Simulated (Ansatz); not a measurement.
SiC (wurtzite), relaxed with r2SCAN in Ansatz: space group P6_3mc (No. 186), hexagonal; conventional cell a = 3.075 Å, c = 5.048 Å, 10.34 Å³ an atom. Si has 4 C at 1.88–1.90 Å; C has 4 Si at 1.88–1.90 Å. The primitive cell holds 4 atoms in 41.35 Å³. No spin polarisation and no zero-point or thermal motion.

Computed values: PBE gives a gap of 2.28 eV and PBE0 (25 % exact exchange) 3.88 eV; one over PBE's mean ε∞ is 0.142. HSE06 (6×6×4) gives a least gap of 3.16 eV and a least direct gap of 5.06 eV.

(1) What is the density?

(2) Taking the gap as linear in the share of unscreened exchange, estimate the gap of the hybrid whose share is 1/ε∞.

(3) At what wavelength does absorption set in by HSE06, excitons left aside?

Results:

(1) The cell holds 2 Si, 2 C: M = 2×28.085 + 2×12.011 = 80.19 u in V = 41.35 Å³. ρ = 1.66054 × M/V = 1.66054 × 80.19/41.35 = 3.220 g/cm³, for the static r2SCAN lattice.

(2) The slope is (3.88 − 2.28)/0.25 = 6.40 eV per unit share, so E_g ≈ 2.28 + 6.40 × 0.142 = 3.19 eV. The run with that share gives 3.18 eV (6×6×4 mesh), -0.01 eV from the straight line.

(3) λ = 1239.84 eV nm/E: 392 nm for the least gap, where it needs phonons and is weak, and 245 nm for direct transitions.

The meshes of the hybrids are coarse, so their gaps aren't converged to the digits shown.
